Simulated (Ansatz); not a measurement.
BaSnO3 (cubic perovskite, Pm-3m) under volume change, PBE in the plane-wave PAW code Ansatz, scaled uniformly.

```tsv
V (Å³/atom)	E − E(relaxed) (meV/atom)	P (GPa)
13.254	59.6	15.97
13.691	24.8	9.67
14.128	5.8	4.40
14.565	0.0	0.00
15.002	5.2	-3.68
15.439	19.6	-6.74
15.876	41.5	-9.28
```

Question: What does a third-order Birch–Murnaghan fit give for V₀, B₀ and B′?

Answer: V₀ = 14.56 Å³/atom, B₀ = 134 GPa, B′ = 5.0.

The PBE relaxation kept the symmetry of its start. Spin–orbit coupling is left out wherever it is not named.

Potentials: the later of the program's two PAW sets.
